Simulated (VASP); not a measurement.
The system is Si.

```
CELL_PARAMETERS angstrom
2.62054 0.00000 0.00000
-1.31027 2.26946 0.00000
0.00000 0.00000 2.46635
ATOMIC_POSITIONS crystal
Si 0.00000 0.00000 0.00000
```

This isn't the form of Si at room conditions, which is diamond.

```yaml
Program: VASP 6.6.1
Task: relaxation of cell and atoms
Functional: r2SCAN
Dispersion: rVV10
Potentials_or_basis: VASP PAW PBE potentials, release 64 (Si)
Cutoff: 600 eV
k_mesh: 12 × 12 × 11
Occupations: gaussian, width 0.05 eV
Spin: no spin polarisation
```

At the start: pressure 1.5 GPa; volume 14.67 Å³/atom.

How do energy, volume and symmetry change on relaxing?

Over 8 steps the energy falls by 2.6 meV/atom and the volume is 14.82 Å³/atom (+1.0 %); space group P6/mmm (No. 191, to 0.05 Å).

The path:
```tsv
step	energy change (eV)	largest force (eV/Å)	pressure (GPa)	volume (Å³)
1	0.0000	0.0000	1.52	14.67
2	-0.0008	0.0000	-1.16	14.96
3	-0.0025	0.0000	0.04	14.82
4	-0.0026	0.0000	0.11	14.81
5	-0.0026	0.0000	0.13	14.81
6	-0.0026	0.0000	0.15	14.80
7	-0.0026	0.0000	-0.08	14.83
8	-0.0026	0.0000	0.01	14.82
```

Final structure:
```
Si
1.0
     2.62010    0.00000    0.00000
    -1.31005    2.26907    0.00000
     0.00000    0.00000    2.49305
Si
1
Direct
  0.00000 0.00000 0.00000
```

Caveat: the PAW data sets were made with another functional, which shifts forces and pressure a little.
